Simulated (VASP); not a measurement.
Wanted: the native input for a VASP 6.6.1 run.

| Quantity | Value |
| --- | --- |
| Task | single point |
| Functional | PBE |
| Potentials or basis | VASP PAW PBE potentials, release 64 (Li_sv) |
| Cutoff | 520 eV |
| k mesh | 10 × 10 × 5 |
| Occupations | fermi-dirac, width 0.05 eV |
| Spin | no spin polarisation |
| Dipole correction | no |
| Further INCAR settings | ALGO = Normal; EDIFF = 1e-07; NBANDS = 10 |

The structure of Li lies in POSCAR:

```
Li
1.0
    3.1110000000      0.0000000000      0.0000000000
   -1.5555000000      2.6942050312      0.0000000000
    0.0000000000      0.0000000000      5.0930000000
Li
2
Direct
    0.6666666667      0.3333333333      0.7500000000
    0.3333333333      0.6666666667      0.2500000000
```

This isn't the form of Li at room conditions, which is bcc.

One way to write it, as run:

INCAR

```
PREC = Accurate
ENCUT = 520
EDIFF = 1E-7
ISMEAR = -1
SIGMA = 0.05
LREAL = F
LASPH = T
NELM = 100
ALGO = Normal
ISIF = 2
LWAVE = F
LCHARG = F
GGA = PE
NBANDS = 10
```

KPOINTS

```
regular mesh
0
Gamma
  10 10 5
```

Potentials or basis: VASP PAW PBE potentials, release 64 (Li_sv).

Run with:

```sh
$ cat potpaw_PBE.64/Li_sv/POTCAR > POTCAR
$ mpirun -np 1 vasp_std > vasp.out
```

Results of the run:

```yaml
Band_gap_on_the_k_mesh: none (metal or under the smearing width)
```

Run time: 7.1 s on 1 thread of Intel(R) Xeon(R) 6975P-C (Granite Rapids), on a shared host, peak memory 0.15 GiB.
